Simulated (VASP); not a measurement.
Here is a VASP 6.6.1 calculation.

The input INCAR:

```
SYSTEM = ZnS
PREC = Accurate
ENCUT = 600
EDIFF = 1E-6
ISMEAR = -1
SIGMA = 0.05
LREAL = .False.
LASPH = .True.
NELM = 100
ALGO = Normal
ISIF = 3
LWAVE = .False.
LCHARG = .False.
GGA = PS
IBRION = 2
NSW = 60
EDIFFG = -0.005
```

File KPOINTS:

```
regular mesh
0
Gamma
  9 9 9
  0 0 0
```

POSCAR

```
ZnS
1.0
    0.0000000000      2.7020000000      2.7020000000
    2.7020000000      0.0000000000      2.7020000000
    2.7020000000      2.7020000000      0.0000000000
Zn S
1 1
Direct
    0.7500000000      0.7500000000      0.7500000000
    0.0000000000      0.0000000000      0.0000000000
```

Potentials or basis: VASP PAW PBE potentials, release 64 (Zn, S).

The run is started by

```console
$ cat potpaw_PBE.64/Zn/POTCAR potpaw_PBE.64/S/POTCAR > POTCAR
$ mpirun -np 1 vasp_std > vasp.out
```

**Question.** What does it give for the space group after relaxing (to 0.05 Å)?

**Answer.** F-43m (No. 216).

**Question.** What does it give for the relaxed volume?

**Answer.** 19.26 Å³/atom.

**Question.** Predict the band gap on the k mesh.

**Answer.** 2.08 eV, direct.

**Question.** Predict the relaxed cell.

**Answer.** a = 3.791 Å, b = 3.791 Å, c = 3.791 Å, α = 60.00°, β = 60.00°, γ = 60.00°.

Final structure:
```
CELL_PARAMETERS angstrom
0.00000 2.68037 2.68037
2.68037 0.00000 2.68037
2.68037 2.68037 0.00000
ATOMIC_POSITIONS crystal
Zn 0.75000 0.75000 0.75000
S 0.00000 0.00000 0.00000
```

Caveat: the PAW data sets were made with another functional, which shifts forces and pressure a little. PBEsol gaps usually lie below the measured ones, often by a third to a half.
